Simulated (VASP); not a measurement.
# LiF (Griceite) (Fm-3m) in VASP: notebook

One crystal, LiF (Griceite), is run at these levels: PBEsol; tasks: relaxation of cell and atoms.

Program: VASP 6.6.1. These are calculated values, not measurements. Logs are shortened: lines on timing, memory, paths and dates and some standing lists are left out, and cuts for length are marked.

### Step 1. The structure

The structure is cubic, space group Fm-3m (No. 225). The conventional cell has a = 4.028 Å, b = 4.028 Å, c = 4.028 Å, α = 90.00°, β = 90.00°, γ = 90.00°. Around Li (site symmetry m-3m) lie 6 F at 2.01 Å. F (site symmetry m-3m) has 6 Li at 2.01 Å as nearest neighbours.

### Step 2. Relaxation of cell and atoms, PBEsol

File INCAR:

```
PREC     = Accurate       # precision mode
ENCUT    = 600            # plane-wave cutoff, eV
EDIFF    = 1E-6           # SCF threshold, eV
ISMEAR   = 0              # smearing method
SIGMA    = 0.03           # smearing width, eV
LREAL    = F              # projectors in reciprocal space
LASPH    = T              # aspherical terms in the spheres
NELM     = 80             # most SCF steps
ALGO     = Normal         # electronic algorithm
ISIF     = 3              # what is computed and relaxed
LWAVE    = F              # write WAVECAR
LCHARG   = F              # write CHGCAR
GGA      = PS             # functional
IBRION   = 2              # ionic algorithm
NSW      = 90             # ionic steps
EDIFFG   = -0.01          # ionic threshold
```

File KPOINTS:

```
Automatic mesh
0
Gamma
  12 12 12
```

File POSCAR:

```
LiF
1.0
    0.0000000000      2.0140000000      2.0140000000
    2.0140000000      0.0000000000      2.0140000000
    2.0140000000      2.0140000000      0.0000000000
Li F
1 1
Direct
    0.0000000000      0.0000000000      0.0000000000
    0.5000000000      0.5000000000      0.5000000000
```

Potentials or basis: VASP PAW PBE potentials, release 64 (Li_sv, F).

On the command line:

```
cat potpaw_PBE.64/Li_sv/POTCAR potpaw_PBE.64/F/POTCAR > POTCAR
mpirun -np 1 vasp_std > vasp.out
```

OUTCAR:

```text
PREC = Accurate
   ENCUT = 600
   EDIFF = 1E-6
   ISMEAR = 0
   LREAL = F
   LASPH = T
   NELM = 80
   ISIF = 3
   GGA = PS
   IBRION = 2
   NSW = 90
   EDIFFG = -0.01

 ion  position               nearest neighbor table
   1  0.000  0.000  0.000-   2 2.01   2 2.01   2 2.01   2 2.01   2 2.01   2 2.01
   2  0.500  0.500  0.500-   1 2.01   1 2.01   1 2.01   1 2.01   1 2.01   1 2.01

  LATTYP: Found a face centered cubic cell.
 ALAT       =     4.0280000000

  Lattice vectors:

 A1 = (   0.0000000000,   2.0140000000,   2.0140000000)
 A2 = (   2.0140000000,   0.0000000000,   2.0140000000)
 A3 = (   2.0140000000,   2.0140000000,   0.0000000000)

Analysis of symmetry for initial positions (statically):
=====================================================================
 Subroutine PRICEL returns:
 Original cell was already a primitive cell.

 Routine SETGRP: Setting up the symmetry group for a
 face centered cubic supercell.

 Subroutine GETGRP returns: Found 48 space group operations
 (whereof 48 operations were pure point group operations)
 out of a pool of 48 trial point group operations.

The static configuration has the point symmetry O_h .

Analysis of symmetry for dynamics (positions and initial velocities):
=====================================================================
 Subroutine PRICEL returns:
 Original cell was already a primitive cell.

 Routine SETGRP: Setting up the symmetry group for a
 face centered cubic supercell.

 Subroutine GETGRP returns: Found 48 space group operations
 (whereof 48 operations were pure point group operations)
 out of a pool of 48 trial point group operations.

The dynamic configuration has the point symmetry O_h .

 Subroutine INISYM returns: Found 48 space group operations
 (whereof 48 operations are pure point group operations),
 and found     1 'primitive' translations

----------------------------------------------------------------------------------------

                                     Primitive cell

  volume of cell :      16.3384

  direct lattice vectors                    reciprocal lattice vectors
     0.000000000  2.014000000  2.014000000    -0.248262165  0.248262165  0.248262165
     2.014000000  0.000000000  2.014000000     0.248262165 -0.248262165  0.248262165
     2.014000000  2.014000000  0.000000000     0.248262165  0.248262165 -0.248262165

  length of vectors
     2.848226115  2.848226115  2.848226115     0.430002683  0.430002683  0.430002683

  position of ions in fractional coordinates (direct lattice)
     0.000000000  0.000000000  0.000000000
     0.500000000  0.500000000  0.500000000

  ion indices of the primitive-cell ions
   primitive index   ion index
                 1           1
                 2           2

----------------------------------------------------------------------------------------

 KPOINTS: Automatic mesh

Automatic generation of k-mesh.
 Grid dimensions read from file:
 generate k-points for:   12   12   12

 Generating k-lattice:

  Cartesian coordinates                     Fractional coordinates (reciprocal lattice)
    -0.020688514  0.020688514  0.020688514     0.083333333  0.000000000  0.000000000
     0.020688514 -0.020688514  0.020688514     0.000000000  0.083333333  0.000000000
     0.020688514  0.020688514 -0.020688514     0.000000000  0.000000000  0.083333333

  Length of vectors
     0.035833557  0.035833557  0.035833557

  Shift w.r.t. Gamma in fractional coordinates (k-lattice)
     0.000000000  0.000000000  0.000000000

 Subroutine IBZKPT returns following result:
 ===========================================

 Found     72 irreducible k-points:

 Following reciprocal coordinates:
            Coordinates               Weight
  0.000000  0.000000  0.000000      1.000000
  0.083333  0.000000  0.000000      8.000000
  0.166667  0.000000  0.000000      8.000000
  0.250000  0.000000  0.000000      8.000000
  0.333333  0.000000  0.000000      8.000000
  0.416667  0.000000  0.000000      8.000000
[... 16 lines left out ...]
  0.500000  0.166667  0.000000     24.000000
 -0.416667  0.166667  0.000000     24.000000
 [... further k-points ...]
   k-points           NKPTS =     72   k-points in BZ     NKDIM =     72   number of bands    NBANDS=      9
   number of dos      NEDOS =    301   number of ions     NIONS =      2
   total plane-waves  NPLWV =  13824
   dimension x,y,z NGX =    24 NGY =   24 NGZ =   24
   dimension x,y,z NGXF=    48 NGYF=   48 NGZF=   48
   ions per type =               1   1
   NGX,Y,Z   is equivalent  to a cutoff of  14.01, 14.01, 14.01 a.u.
   NGXF,Y,Z  is equivalent  to a cutoff of  28.02, 28.02, 28.02 a.u.
 SYSTEM =  unknown system
   PREC   = accura    normal or accurate (medium, high low for compatibility)
   ISTART =      0    job   : 0-new  1-cont  2-samecut
   ICHARG =      2    charge: 1-file 2-atom 10-const
   ISPIN  =      1    spin polarized calculation?
   LNONCOLLINEAR =      F non collinear calculations
   LSORBIT =      F    spin-orbit coupling
   LASPH  =      T    aspherical Exc in radial PAW
   ENCUT  =  600.0 eV  44.10 Ry    6.64 a.u.   5.69  5.69  5.69*2*pi/ulx,y,z
   NELM   =     80;   NELMIN=  2; NELMDL= -5     # of ELM steps
   EDIFF  = 0.1E-05   stopping-criterion for ELM
   LREAL  =      F    real-space projection
   EDIFFG = -.1E-01   stopping-criterion for IOM
   NSW    =     90    number of steps for IOM
   IBRION =      2    ionic relax: 0-MD 1-quasi-New 2-CG
   NFREE  =      1    steps in history (QN), initial steepest desc. (CG)
   ISIF   =      3    stress and relaxation
   ISYM   =      2    0-nonsym 1-usesym 2-fastsym
   POTIM  = 0.5000    time-step for ionic-motion
   TEBEG  =    0.0;   TEEND  =   0.0 temperature during run
   PSTRESS=    0.0 pullay stress
   NELECT =      10.0000    total number of electrons
   NUPDOWN=      -1.0000    fix difference up-down
   EMIN   =  10.00;   EMAX   =-10.00  energy-range for DOS
   EFERMI =   0.00;   METHOD = LEGACY
   ISMEAR =     0;   SIGMA  =   0.03  broadening in eV -4-tet -1-fermi 0-gaus
   EFERMI_NEDOS =   21; number of points for ismear=-14 and -15
   IALGO  =     38    algorithm
   IMIX   =      4    mixing-type and parameters
     AMIX     =   0.40;   BMIX     =  1.00
     AMIX_MAG =   1.60;   BMIX_MAG =  1.00
  volume/ion in A,a.u.               =       8.17        55.13
  Fermi-wavevector in a.u.,A,eV,Ry     =   1.389970  2.626662 26.286674  1.932016
  Thomas-Fermi vector in A             =   2.513950
   LORBIT       =      0    0 simple, 1 ext, 2 COOP (PROOUT), +10 PAW based schemes
   GGA     = PS    functional components
   LHFCALC =     F    Hartree Fock is set to
   AEXX    =    0.0000 exact exchange contribution
   IVDW    =     0    specifies the selected vdW correction
   LEPSILON=     F    determine dielectric tensor
   LRPA    =     F    only Hartree local field effects (RPA)
 conjugate gradient relaxation of ions
 non-spin polarized calculation
 Gauss-broadening in eV      SIGMA  =   0.03
  energy-cutoff  :      600.00
  volume of cell :       16.34
 maximum number of plane-waves:       560
   NGX = 11   NGY = 11   NGZ = 11

--------------------------------------- Ionic step        1  -------------------------------------------

 number of electron      10.0000000 magnetization

 number of electron       9.9999992 magnetization

 Free energy of the ion-electron system (eV)
  ---------------------------------------------------
  ext. energy  EPLUGINS =         0.00000000
  ---------------------------------------------------
  free energy    TOTEN  =        -9.85493402 eV

  energy without entropy =       -9.85493402  energy(sigma->0) =       -9.85493402

------------------------ aborting loop because EDIFF is reached ----------------------------------------

  FORCE on cell =-STRESS in cart. coord.  units (eV):
  Direction    XX          YY          ZZ          XY          YZ          ZX
  --------------------------------------------------------------------------------------
  -------------------------------------------------------------------------------------
  Total       -0.1576014     -0.1576014     -0.1576014      0.0000000     -0.0000000      0.0000000
  in kB      -15.4547642    -15.4547642    -15.4547642      0.0000000     -0.0000000      0.0000000
  external PRESSURE =     -15.4547642 kB  Pullay stress =       0.0000000 kB
[... 93 lines left out ...]
  energy  without entropy=       -9.8567636361  energy(sigma->0) =       -9.85676364

--------------------------------------- Ionic step        4  -------------------------------------------

 number of electron       9.9999996 magnetization

 Free energy of the ion-electron system (eV)
  ---------------------------------------------------
  ext. energy  EPLUGINS =         0.00000000
  ---------------------------------------------------
  free energy    TOTEN  =        -9.85678447 eV

  energy without entropy =       -9.85678447  energy(sigma->0) =       -9.85678447

 E-fermi :  -0.6758     XC(G=0): -10.3190

 val. band max:       -0.9699905592   @ k =   0.0000   0.0000   0.0000
 cond. band min:       8.1542931536   @ k =   0.0000   0.0000   0.0000
 fundamental gap:      9.1242837128
 Fermi energy:        -0.6758189425

 k-point     1 :       0.0000    0.0000    0.0000
  band No.  band energies     occupation
      1     -41.1244      2.00000
      2     -20.8985      2.00000
      3      -0.9700      2.00000
      4      -0.9700      2.00000
      5      -0.9700      2.00000
      6       8.1543      0.00000
      7      23.1562      0.00000
      8      23.1562      0.00000
      9      23.1562      0.00000
[... 265 lines left out ...]
 k-point    24 :      -0.4167    0.1667    0.0000
  band No.  band energies     occupation
      1     -41.0482      2.00000
      2     -20.3637      2.00000
      3      -3.4570      2.00000
      4      -1.9457      2.00000
      5      -1.3390      2.00000
      6      10.8328      0.00000
      7      15.0577      0.00000
      8      18.2132      0.00000
      9      18.2290      0.00000

 [... further k-points ...]
[... 5 lines left out ...]
  --------------------------------------------------------------------------------------
  -------------------------------------------------------------------------------------
  Total        0.0025197      0.0025197      0.0025197     -0.0000000      0.0000000     -0.0000000
  in kB        0.2528928      0.2528928      0.2528928     -0.0000000      0.0000000     -0.0000000
  external PRESSURE =       0.2528928 kB  Pullay stress =       0.0000000 kB
[... 17 lines left out ...]
  FREE ENERGIE OF THE ION-ELECTRON SYSTEM (eV)
  ---------------------------------------------------
  free  energy   TOTEN  =        -9.8567844745 eV

  energy  without entropy=       -9.8567844745  energy(sigma->0) =       -9.85678447

 reached required accuracy - stopping structural energy minimisation
```

Run time: 17 s. Hardware: 1 thread of Intel Xeon Platinum 8488C (Sapphire Rapids), shared host; peak memory 0.13 GiB.

What came out:

```
Free energy                            : -9.8568 eV
Relaxed volume                         : 7.98 Å³/atom
Relaxed cell                           : a = 2.826 Å, b = 2.826 Å, c = 2.826 Å, α = 60.00°, β = 60.00°, γ = 60.00°
Space group after relaxing (to 0.05 Å) : Fm-3m (No. 225)
Energy gained by relaxing              : 0.9 meV/atom
Ionic steps                            : 4
Pressure after relaxing                : 0.0 GPa
Band gap on the k mesh                 : 9.12 eV, direct
```

The path:
```csv
step,energy change (eV),largest force (eV/Å),pressure (GPa),volume (Å³)
1,0.0000,0.0000,-1.55,16.34
2,-0.0014,0.0000,-0.80,16.15
3,-0.0018,0.0000,-0.20,16.01
4,-0.0019,0.0000,0.03,15.96
```

Final structure:
```
Li F
1.0
     0.00000    1.99848    1.99848
     1.99848    0.00000    1.99848
     1.99848    1.99848    0.00000
Li F
1 1
Direct
  0.00000 0.00000 0.00000
  0.50000 0.50000 0.50000
```

Caveat: the cutoff is under 1.25 times the usual one of these potentials, so pressure, stress and relaxed cells hold a basis-set (Pulay) error; the PAW data sets were made with another functional, which shifts forces and pressure a little.

### Step 3. Relaxation of cell and atoms, PBEsol

This run uses another cell than the first one, of 7.98 Å³/atom, 0.977 times its volume.

INCAR: that of step 2 with these lines changed.

```diff
@@ -2,3 +2,3 @@
 ENCUT    = 600            # plane-wave cutoff, eV
-EDIFF    = 1E-6           # SCF threshold, eV
+EDIFF    = 1E-7           # SCF threshold, eV
 ISMEAR   = 0              # smearing method
@@ -15,2 +15,2 @@
 NSW      = 90             # ionic steps
-EDIFFG   = -0.01          # ionic threshold
+EDIFFG   = -0.005         # ionic threshold
```

KPOINTS is that of step 2.

File POSCAR:

```
LiF                                     
1.0
    0.0000000000      1.9984797588      1.9984797588
    1.9984797588     -0.0000000000      1.9984797588
    1.9984797588      1.9984797588      0.0000000000
  Li              F             
     1     1
Direct
     0.0000000000000000    1.0000000000000000    0.0000000000000000
     0.5000000000000000    0.5000000000000000    0.5000000000000000
```

Potentials or basis: VASP PAW PBE potentials, release 64 (Li_sv, F).

On the command line:

```
cat potpaw_PBE.64/Li_sv/POTCAR potpaw_PBE.64/F/POTCAR > POTCAR
mpirun -np 1 vasp_std > vasp.out
```

OUTCAR:

```text
PREC = Accurate
   ENCUT = 600
   EDIFF = 1E-7
   ISMEAR = 0
   LREAL = F
   LASPH = T
   NELM = 80
   ISIF = 3
   GGA = PS
   IBRION = 2
   NSW = 90
   EDIFFG = -0.005

 ion  position               nearest neighbor table
   1  0.000  0.000  0.000-   2 2.00   2 2.00   2 2.00   2 2.00   2 2.00   2 2.00
   2  0.500  0.500  0.500-   1 2.00   1 2.00   1 2.00   1 2.00   1 2.00   1 2.00

  LATTYP: Found a face centered cubic cell.
 ALAT       =     3.9969595176

  Lattice vectors:

 A1 = (   0.0000000000,   1.9984797588,   1.9984797588)
 A2 = (   1.9984797588,   0.0000000000,   1.9984797588)
 A3 = (   1.9984797588,   1.9984797588,   0.0000000000)

Analysis of symmetry for initial positions (statically):
=====================================================================
 Subroutine PRICEL returns:
 Original cell was already a primitive cell.

 Routine SETGRP: Setting up the symmetry group for a
 face centered cubic supercell.

 Subroutine GETGRP returns: Found 48 space group operations
 (whereof 48 operations were pure point group operations)
 out of a pool of 48 trial point group operations.

The static configuration has the point symmetry O_h .

[... 167 lines left out ...]
 cond. band min:       8.1544821614   @ k =   0.0000   0.0000   0.0000
 fundamental gap:      9.1240015093
 Fermi energy:        -0.6911583250

 k-point     1 :       0.0000    0.0000    0.0000
  band No.  band energies     occupation
      1     -41.1247      2.00000
      2     -20.8983      2.00000
      3      -0.9695      2.00000
      4      -0.9695      2.00000
      5      -0.9695      2.00000
      6       8.1545      0.00000
      7      23.1562      0.00000
      8      23.1567      0.00000
      9      23.1788      0.00000
[... 265 lines left out ...]
 k-point    24 :      -0.4167    0.1667    0.0000
  band No.  band energies     occupation
      1     -41.0483      2.00000
      2     -20.3635      2.00000
      3      -3.4560      2.00000
      4      -1.9451      2.00000
      5      -1.3383      2.00000
      6      10.8329      0.00000
      7      15.0582      0.00000
      8      18.2131      0.00000
      9      18.2294      0.00000

 [... further k-points ...]
[... 5 lines left out ...]
  --------------------------------------------------------------------------------------
  -------------------------------------------------------------------------------------
  Total        0.0084141      0.0084141      0.0084141      0.0000000      0.0000000     -0.0000000
  in kB        0.8444751      0.8444751      0.8444751      0.0000000      0.0000000     -0.0000000
  external PRESSURE =       0.8444751 kB  Pullay stress =       0.0000000 kB

 VOLUME and BASIS-vectors are now :
 -----------------------------------------------------------------------------
  energy-cutoff  :      600.00
  volume of cell :       15.96
      direct lattice vectors                 reciprocal lattice vectors
     0.000000000  1.998479759  1.998479759    -0.250190175  0.250190175  0.250190175
     1.998479759  0.000000000  1.998479759     0.250190175 -0.250190175  0.250190175
     1.998479759  1.998479759  0.000000000     0.250190175  0.250190175 -0.250190175

 POSITION                                       TOTAL-FORCE (eV/Angst)
 -----------------------------------------------------------------------------------
      0.00000      0.00000      0.00000        -0.000000     -0.000000     -0.000000
      1.99848      1.99848      1.99848         0.000000      0.000000      0.000000
 -----------------------------------------------------------------------------------
    total drift:                               -0.000000     -0.000000      0.000000

  FREE ENERGIE OF THE ION-ELECTRON SYSTEM (eV)
  ---------------------------------------------------
  free  energy   TOTEN  =        -9.8549106018 eV

  energy  without entropy=       -9.8549106018  energy(sigma->0) =       -9.85491060

 reached required accuracy - stopping structural energy minimisation
```

CONTCAR:

```text
LiF
   1.00000000000000
     0.0000000000000000    1.9984797588000001    1.9984797588000001
     1.9984797588000001    0.0000000000000000    1.9984797588000001
     1.9984797588000001    1.9984797588000001    0.0000000000000000
  Li              F
     1     1
Direct
     0.0000000000000000    0.0000000000000000    0.0000000000000000
     0.5000000000000000    0.5000000000000000    0.5000000000000000

  0.00000000E+00  0.00000000E+00  0.00000000E+00
  0.00000000E+00  0.00000000E+00  0.00000000E+00
```

Run time: 9.5 s. Hardware: 1 thread of Intel Xeon Platinum 8488C (Sapphire Rapids), shared host; peak memory 0.14 GiB.

Results:

```yaml
Free_energy: -9.8549 eV
Pressure_after_relaxing: 0.1 GPa
Band_gap_on_the_k_mesh: 9.12 eV, direct
```

Final structure:
```
CELL_PARAMETERS angstrom
0.00000 1.99848 1.99848
1.99848 0.00000 1.99848
1.99848 1.99848 0.00000
ATOMIC_POSITIONS crystal
Li 0.00000 0.00000 0.00000
F 0.50000 0.50000 0.50000
```

Caveat: the cutoff is under 1.25 times the usual one of these potentials, so pressure, stress and relaxed cells hold a basis-set (Pulay) error; the relaxation stopped at its first step, so nothing moved; the PAW data sets were made with another functional, which shifts forces and pressure a little. A k mesh can miss the band edges.
